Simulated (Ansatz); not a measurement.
Crystal: BaZrO3.

```
Ba Zr O
1.0
     4.19134    0.00000    0.00000
     0.00000    4.19134    0.00000
     0.00000    0.00000    4.19134
Ba Zr O
1 1 3
Direct
  0.00000 0.00000 0.00000
  0.50000 0.50000 0.50000
  0.50000 0.50000 0.00000
  0.50000 0.00000 0.50000
  0.00000 0.50000 0.50000
```

Base run:

| Property | Result |
| --- | --- |
| Program | Ansatz 0.2.0 |
| Functional | PBEsol |
| Potentials or basis | all-electron LAPW, scalar-relativistic |
| Cutoff | 319 eV |
| Density cutoff | 1278 eV |
| Basis error allowed | 0.002 eV/atom |
| k mesh | 6 × 6 × 6 |
| Occupations | fermi-dirac, width 0.05 eV |
| Spin | no spin polarisation |

Its results: band gap on the k mesh 3.15 eV, indirect (least direct gap 3.35 eV); pressure -1.2 GPa.

Question: After a change of settings the same cell gave: band gap on the k mesh 3.13 eV, indirect (least direct gap 3.32 eV); pressure -5.1 GPa. Which change was it?
A. basis error allowed from 0.002 eV/atom to 0.001 eV/atom
B. functional from PBEsol to LDA
C. functional from PBEsol to PBE

Answer: B.

LDA binds more tightly than PBEsol, so the same cell stands under less pressure.

Caveats: spin-orbit coupling is left out, which moves the levels of the heavy elements.

Not every run made on this cell is shown here.
